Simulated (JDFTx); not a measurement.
# GaN (F-43m) in JDFTx: further runs

The runs below take GaN through single point, with TASK, SCAN.

All numbers are computed with JDFTx 1.7.0 (patched build); they aren't measurements. Logs are shortened: lines on timing, memory, paths and dates and some standing lists are left out, and cuts for length are marked. The log counts tension as positive stress, the text compression.

**Experimental background.**

A printed reference work, textbook reports, for a bulk crystal of GaN at 0 K: band gap 3.299 eV (direct).

The runs below are set against these values where they give the same quantity.

**1. Starting point**

Symmetry: F-43m, No. 216, cubic system. Conventional cell: a = 4.507 Å, b = 4.507 Å, c = 4.507 Å, α = 90.00°, β = 90.00°, γ = 90.00°. Around Ga (site symmetry -43m) lie 4 N at 1.95 Å. Around N (site symmetry -43m) lie 4 Ga at 1.95 Å.

The cell is a database's computed one.

**2. Single point, TASK**

Contents of GaN.in:

```
lattice \
    0.0000000000     4.2584989699     4.2584989699 \
    4.2584989699     0.0000000000     4.2584989699 \
    4.2584989699     4.2584989699     0.0000000000
coords-type Lattice
ion Ga     0.0000000000     0.0000000000     0.0000000000 1
ion N      0.2500000000     0.2500000000     0.2500000000 1

ion-species pseudo/Ga.upf
ion-species pseudo/N.upf
elec-cutoff 40 320
elec-ex-corr mgga-x-task lda-c-pw
kpoint-folding 10 10 10
elec-smearing Fermi 0.0018374661
elec-n-bands 15
electronic-SCF nIterations 100 energyDiffThreshold 1e-09
electronic-minimize nIterations 30 energyDiffThreshold 1e-7
converge-empty-states yes
forces-output-coords Cartesian

dump-name run.$VAR
dump End Ecomponents EigStats BandEigs Kpoints Forces Stress ElecDensity KEdensity
```

Potentials or basis: SG15-PBE-1.2.

On the command line:

```sh
> jdftx -c 1 -i GaN.in -o GaN.out
```

Standard output:

```text
*************** JDFTx 1.7.0 (patched build) ***************

Input parsed successfully to the following command list (including defaults):

basis kpoint-dependent
converge-empty-states yes
coords-type Lattice
core-overlap-check vector
coulomb-interaction Periodic
davidson-band-ratio 1.1
dump End Forces ElecDensity KEdensity BandEigs EigStats Ecomponents Stress Kpoints
dump-name run.$VAR
elec-cutoff 40 320
elec-eigen-algo Davidson
elec-ex-corr mgga-x-task lda-c-pw
elec-n-bands 15 1
elec-smearing Fermi 0.00183747
electronic-minimize  \
	dirUpdateScheme      FletcherReeves \
	linminMethod         DirUpdateRecommended \
	nIterations          30 \
	history              15 \
	knormThreshold       0 \
	maxThreshold         no \
	energyDiffThreshold  1e-07 \
	nEnergyDiff          2 \
	convergeAll          no \
	alphaTstart          1 \
	alphaTmin            1e-10 \
	updateTestStepSize   yes \
	alphaTreduceFactor   0.1 \
	alphaTincreaseFactor 3 \
	nAlphaAdjustMax      3 \
	wolfeEnergy          0.0001 \
	wolfeGradient        0.9 \
	abortOnFailedStep    no \
	fdTest               no
electronic-scf  \
	nIterations	100 \
	energyDiffThreshold	1e-09 \
	residualThreshold	1e-07 \
	mixFraction	0.5 \
	qMetric	0.8 \
	history	10 \
	nEigSteps	2 \
	eigDiffThreshold	1e-08 \
	mixedVariable	Density \
	qKerker	0.8 \
	qKappa	-1 \
	verbose	no \
	mixFractionMag	1.5
exchange-regularization WignerSeitzTruncated
fluid None
fluid-ex-corr lda-TF lda-PZ
fluid-gummel-loop 10 1.000000e-05
fluid-minimize  \
	dirUpdateScheme      PolakRibiere \
	linminMethod         DirUpdateRecommended \
	nIterations          100 \
	history              15 \
	knormThreshold       0 \
	maxThreshold         no \
	energyDiffThreshold  0 \
	nEnergyDiff          2 \
	convergeAll          no \
	alphaTstart          1 \
	alphaTmin            1e-10 \
	updateTestStepSize   yes \
	alphaTreduceFactor   0.1 \
	alphaTincreaseFactor 3 \
	nAlphaAdjustMax      3 \
	wolfeEnergy          0.0001 \
	wolfeGradient        0.9 \
	abortOnFailedStep    no \
	fdTest               no
fluid-solvent H2O 55.338 ScalarEOS \
	epsBulk 78.4 \
	pMol 0.92466 \
	epsInf 1.77 \
	Pvap 1.06736e-10 \
	sigmaBulk 4.62e-05 \
	Rvdw 2.61727 \
	Res 1.42 \
	tauNuc 343133 \
	poleEl 15 7 1
forces-output-coords Cartesian
ion Ga   0.000000000000000   0.000000000000000   0.000000000000000 1
ion N   0.250000000000000   0.250000000000000   0.250000000000000 1
ion-species pseudo/Ga.upf
ion-species pseudo/N.upf
ion-width 0
ionic-minimize  \
	dirUpdateScheme      L-BFGS \
	linminMethod         DirUpdateRecommended \
	nIterations          0 \
	history              15 \
	knormThreshold       0.0001 \
	maxThreshold         no \
	energyDiffThreshold  1e-06 \
	nEnergyDiff          2 \
	convergeAll          no \
	alphaTstart          1 \
	alphaTmin            1e-10 \
	updateTestStepSize   yes \
	alphaTreduceFactor   0.1 \
	alphaTincreaseFactor 3 \
	nAlphaAdjustMax      3 \
	wolfeEnergy          0.0001 \
	wolfeGradient        0.9 \
	abortOnFailedStep    no \
	fdTest               no
kpoint   0.000000000000   0.000000000000   0.000000000000  1.00000000000000
kpoint-folding 10 10 10
latt-move-scale 1 1 1
latt-scale 1 1 1
lattice  \
	   0.000000000000000    4.258498969900000    4.258498969900000  \
	   4.258498969900000    0.000000000000000    4.258498969900000  \
	   4.258498969900000    4.258498969900000    0.000000000000000
lattice-minimize  \
	dirUpdateScheme      L-BFGS \
	linminMethod         DirUpdateRecommended \
	nIterations          0 \
	history              15 \
	knormThreshold       0 \
	maxThreshold         no \
	energyDiffThreshold  1e-06 \
	nEnergyDiff          2 \
	convergeAll          no \
	alphaTstart          1 \
	alphaTmin            1e-10 \
	updateTestStepSize   yes \
	alphaTreduceFactor   0.1 \
	alphaTincreaseFactor 3 \
	nAlphaAdjustMax      3 \
	wolfeEnergy          0.0001 \
	wolfeGradient        0.9 \
	abortOnFailedStep    no \
	fdTest               no
lcao-params -1 1e-06 0.00183747
pcm-variant GLSSA13
perturb-minimize  \
	nIterations            0 \
	algorithm              MINRES \
	residualTol            0.0001 \
	residualDiffThreshold  0.0001 \
	CGBypass               no \
	recomputeResidual      no
spintype no-spin
subspace-rotation-factor 1 yes
symmetries automatic
symmetry-threshold 0.0001

---------- Setting up symmetries ----------

Found 48 point-group symmetries of the bravais lattice
Found 24 space-group symmetries with basis
Applied RMS atom displacement 0 bohrs to make symmetries exact.

---------- Initializing the Grid ----------
R =
[            0       4.2585       4.2585  ]
[       4.2585            0       4.2585  ]
[       4.2585       4.2585            0  ]
unit cell volume = 154.454
G =
[  -0.737723   0.737723   0.737723  ]
[   0.737723  -0.737723   0.737723  ]
[   0.737723   0.737723  -0.737723  ]
Minimum fftbox size, Smin = [  52  52  52  ]
Chosen fftbox size, S = [  54  54  54  ]

---------- Initializing tighter grid for wavefunction operations ----------
R =
[            0       4.2585       4.2585  ]
[       4.2585            0       4.2585  ]
[       4.2585       4.2585            0  ]
unit cell volume = 154.454
G =
[  -0.737723   0.737723   0.737723  ]
[   0.737723  -0.737723   0.737723  ]
[   0.737723   0.737723  -0.737723  ]
Minimum fftbox size, Smin = [  36  36  36  ]
Chosen fftbox size, S = [  36  36  36  ]

---------- Exchange Correlation functional ----------
Initialized LibXC exchange functional 'TASK exchange of Aschebrock and Kuemmel'
Initialized LibXC correlation functional 'Perdew & Wang'

---------- Setting up pseudopotentials ----------
Width of ionic core gaussian charges (only for fluid interactions / plotting) set to 0

Reading pseudopotential file 'pseudo/Ga.upf':
  'Ga' pseudopotential, 'PBE' functional
  Generated using ONCVPSP code by D. R. Hamann
  13 valence electrons, 0 orbitals, 6 projectors, 602 radial grid points, with lMax = 2
  Core radius for overlap checks: 2.11 bohrs.

Reading pseudopotential file 'pseudo/N.upf':
  'N' pseudopotential, 'PBE' functional
  Generated using ONCVPSP code by D. R. Hamann
  5 valence electrons, 0 orbitals, 4 projectors, 602 radial grid points, with lMax = 1
  Core radius for overlap checks: 1.35 bohrs.

Initialized 2 species with 2 total atoms.

Folded 1 k-points by 10x10x10 to 1000 k-points.

---------- Setting up k-points, bands, fillings ----------
Adding inversion symmetry to k-mesh for non-inversion-symmetric unit cell.
Reduced to 47 k-points under symmetry.
Computing the number of bands and number of electrons
Calculating initial fillings.
nElectrons:  18.000000   nBands: 15   nStates: 47

----- Setting up reduced wavefunction bases (one per k-point) -----
average nbasis = 1867.369 , ideal nbasis = 1866.309

---------- Setting up ewald sum ----------
Optimum gaussian width for ewald sums = 1.934137 bohr.
Real space sum over 1331 unit cells with max indices [  5  5  5  ]
Reciprocal space sum over 2197 terms with max indices [  6  6  6  ]

---------- Allocating electronic variables ----------
Initializing wave functions:  (No orbitals for LCAO)  bandwidth-limited random numbers

Setting the auxilliary hamiltonian equal to the subspace hamiltonian.

-------- Electronic minimization -----------
Will mix electronic and kinetic density at each iteration.
	FillingsUpdate:  mu: +1.240232353  nElectrons: 18.000000
	FillingsUpdate:  mu: -0.548800217  nElectrons: 18.000000
SCF: Cycle:  0   F: -59.238032607215203   dF: -1.382e+01   |Residual|: 7.534e+00   |deigs|: 1.293e+00
	FillingsUpdate:  mu: -0.188775198  nElectrons: 18.000000
SCF: Cycle:  1   F: -71.697730604657409   dF: -1.246e+01   |Residual|: 1.495e+01   |deigs|: 4.220e-01
	FillingsUpdate:  mu: -0.394061180  nElectrons: 18.000000
SCF: Cycle:  2   F: -70.379461110596893   dF: +1.318e+00   |Residual|: 2.858e+01   |deigs|: 6.419e-01
	FillingsUpdate:  mu: -0.128749974  nElectrons: 18.000000
SCF: Cycle:  3   F: -72.574621173163251   dF: -2.195e+00   |Residual|: 2.423e+01   |deigs|: 6.397e-01
	FillingsUpdate:  mu: +0.392859647  nElectrons: 18.000000
SCF: Cycle:  4   F: -73.990849795294977   dF: -1.416e+00   |Residual|: 1.537e+01   |deigs|: 7.362e-01
	FillingsUpdate:  mu: +0.488609141  nElectrons: 18.000000
SCF: Cycle:  5   F: -74.477318027530600   dF: -4.865e-01   |Residual|: 1.080e+01   |deigs|: 2.783e-01
	FillingsUpdate:  mu: +0.365557859  nElectrons: 18.000000
SCF: Cycle:  6   F: -74.478189372064662   dF: -8.713e-04   |Residual|: 7.828e+00   |deigs|: 9.243e-02
	FillingsUpdate:  mu: +0.411418889  nElectrons: 18.000000
SCF: Cycle:  7   F: -74.567038952880537   dF: -8.885e-02   |Residual|: 3.287e+00   |deigs|: 1.007e-01
	FillingsUpdate:  mu: +0.432482786  nElectrons: 18.000000
SCF: Cycle:  8   F: -74.632090561888305   dF: -6.505e-02   |Residual|: 2.361e+00   |deigs|: 2.783e-02
	FillingsUpdate:  mu: +0.423154055  nElectrons: 18.000000
SCF: Cycle:  9   F: -74.634996268906136   dF: -2.906e-03   |Residual|: 1.320e+00   |deigs|: 1.396e-02
	FillingsUpdate:  mu: +0.432877793  nElectrons: 18.000000
SCF: Cycle: 10   F: -74.636667252015229   dF: -1.671e-03   |Residual|: 7.102e-02   |deigs|: 2.083e-02
	FillingsUpdate:  mu: +0.424196403  nElectrons: 18.000000
SCF: Cycle: 11   F: -74.637355700749879   dF: -6.884e-04   |Residual|: 7.136e-02   |deigs|: 6.540e-03
	FillingsUpdate:  mu: +0.422451964  nElectrons: 18.000000
SCF: Cycle: 12   F: -74.637382352823920   dF: -2.665e-05   |Residual|: 1.348e-02   |deigs|: 2.084e-03
	FillingsUpdate:  mu: +0.422870262  nElectrons: 18.000000
SCF: Cycle: 13   F: -74.637400350935536   dF: -1.800e-05   |Residual|: 7.953e-03   |deigs|: 7.266e-04
	FillingsUpdate:  mu: +0.422738837  nElectrons: 18.000000
SCF: Cycle: 14   F: -74.637401025427636   dF: -6.745e-07   |Residual|: 1.009e-03   |deigs|: 2.364e-04
	FillingsUpdate:  mu: +0.422602937  nElectrons: 18.000000
SCF: Cycle: 15   F: -74.637401225262039   dF: -1.998e-07   |Residual|: 2.420e-04   |deigs|: 9.138e-05
	FillingsUpdate:  mu: +0.422596714  nElectrons: 18.000000
SCF: Cycle: 16   F: -74.637401260767930   dF: -3.551e-08   |Residual|: 1.653e-04   |deigs|: 4.751e-05
	FillingsUpdate:  mu: +0.422590895  nElectrons: 18.000000
SCF: Cycle: 17   F: -74.637401268150569   dF: -7.383e-09   |Residual|: 8.028e-05   |deigs|: 2.824e-05
	FillingsUpdate:  mu: +0.422587004  nElectrons: 18.000000
SCF: Cycle: 18   F: -74.637401270086755   dF: -1.936e-09   |Residual|: 6.898e-05   |deigs|: 2.790e-05
	FillingsUpdate:  mu: +0.422588133  nElectrons: 18.000000
SCF: Cycle: 19   F: -74.637401270509670   dF: -4.229e-10   |Residual|: 2.556e-05   |deigs|: 2.409e-05
	FillingsUpdate:  mu: +0.422588736  nElectrons: 18.000000
SCF: Cycle: 20   F: -74.637401270603448   dF: -9.378e-11   |Residual|: 4.526e-05   |deigs|: 2.459e-05
SCF: Converged (|Delta E|<1.000000e-09 for 2 iters).

Setting wave functions to eigenvectors of Hamiltonian
Converging empty states (this may take a while): |deigs|: 8.859e-04

# Stress tensor in Cartesian coordinates [Eh/a0^3]:
[ -4.69688e-05            0            0  ]
[            0 -4.69688e-05            0  ]
[            0            0 -4.69688e-05  ]

# Ionic positions in lattice coordinates:
ion Ga   0.000000000000000   0.000000000000000   0.000000000000000 1
ion N   0.250000000000000   0.250000000000000   0.250000000000000 1

# Forces in Cartesian coordinates:
force Ga  -0.000000000000000   0.000000000000000  -0.000000000000000 1
force N   0.000000000000000  -0.000000000000000  -0.000000000000000 1

# Energy components:
   Eewald =      -58.3371585566606043
       EH =       21.1511777313932541
     Eloc =      -51.0434518576326965
      Enl =      -43.1827797378091702
      Exc =      -10.6520426464891749
       KE =       67.4268537965950401
-------------------------------------
     Etot =      -74.6374012706033483
       TS =        0.0000000000001009
-------------------------------------
        F =      -74.6374012706034478

IonicMinimize: Iter:   0  F: -74.637401270603448  |grad|_K:        nan
IonicMinimize: None of the convergence criteria satisfied after 0 iterations.

Dumping 'run.eigStats' ...
	eMin: -0.280290 at state 0 ( [ +0.000000 +0.000000 +0.000000 ] spin 0 )
	HOMO: +0.380539 at state 0 ( [ +0.000000 +0.000000 +0.000000 ] spin 0 )
	mu  : +0.422589
	LUMO: +0.461635 at state 0 ( [ +0.000000 +0.000000 +0.000000 ] spin 0 )
	eMax: +1.297944 at state 22 ( [ +0.000000 +0.300000 +0.300000 ] spin 0 )
	HOMO-LUMO gap: +0.081096
	Optical gap  : +0.081096 at state 0 ( [ +0.000000 +0.000000 +0.000000 ] spin 0 )
Done!
[note: mu as printed may lie anywhere between the filled and the empty levels]
```

Wall time 5.2 min (1 thread of Arm Neoverse V1, shared host); peak memory 0.14 GiB.

Results:

```
Free energy            : -2030.9872 eV
Pressure               : 1.4 GPa
Band gap on the k mesh : 2.21 eV, direct
```

Caveat: the potentials were made for another functional, which shifts forces and pressure.

**3. Single point, SCAN**

Contents of GaN.in:

```
include GaN.lattice
coords-type Lattice
include GaN.ionpos

ion-species pseudo/Ga.upf
ion-species pseudo/N.upf
elec-cutoff 40 320
elec-ex-corr mgga-x-scan mgga-c-scan
kpoint-folding 10 10 10
elec-smearing Fermi 0.0018374661
elec-n-bands 15
electronic-SCF nIterations 100 energyDiffThreshold 1e-09
electronic-minimize nIterations 30 energyDiffThreshold 1e-7
converge-empty-states yes
forces-output-coords Cartesian

dump-name run.$VAR
dump End Ecomponents EigStats BandEigs Kpoints Forces Stress ElecDensity KEdensity
```

Contents of GaN.lattice:

```
lattice \
    0.0000000000     4.2584989699     4.2584989699 \
    4.2584989699     0.0000000000     4.2584989699 \
    4.2584989699     4.2584989699     0.0000000000
```

Contents of GaN.ionpos:

```
ion Ga     0.0000000000     0.0000000000     0.0000000000 1
ion N      0.2500000000     0.2500000000     0.2500000000 1
```

Potentials or basis: SG15-PBE-1.2.

On the command line:

```sh
> jdftx -c 1 -i GaN.in -o GaN.out
```

It took 4.9 min on 1 thread of Arm Neoverse V1, shared host; peak memory 0.14 GiB.

Results (log left out):

```
Free energy            : -2044.3273 eV
Pressure               : -3.5 GPa
Band gap on the k mesh : 1.78 eV, direct
```

Levels at points of the mesh, in eV from the valence-band top:
```csv
k point,band 6,band 7,band 8,band 9,band 10,band 11,band 12,band 13
"(0.00, 0.00, 0.00)",-12.81,0.00,0.00,0.00,1.78,10.66,10.66,10.66
"(0.00, 0.00, 0.50)",-11.91,-7.31,-1.05,-1.05,4.81,9.41,10.82,10.82
"(0.00, 0.50, 0.50)",-11.64,-6.39,-2.88,-2.88,3.73,6.99,12.51,14.69
```

Caveat: the potentials were made for another functional, which shifts forces and pressure.

**4. Against experiment**

Step 2. Against the measured gap of GaN, 3.299 eV (direct; 0 K; a printed reference work, textbook), the calculated 2.21 eV is off by -1.09 eV. Spin-orbit coupling on Ga is left out. The value is that of TASK, without temperature or zero-point motion. The cell is a database's relaxed one, not the measured one, which moves gaps too.

Step 3. Measured gap of GaN: 3.299 eV (direct; 0 K; a printed reference work, textbook). This calculation gives 1.78 eV (-1.52 eV). Spin-orbit coupling on Ga is left out. The value is that of SCAN, without temperature or zero-point motion. The cell is a database's relaxed one, not the measured one, which moves gaps too.
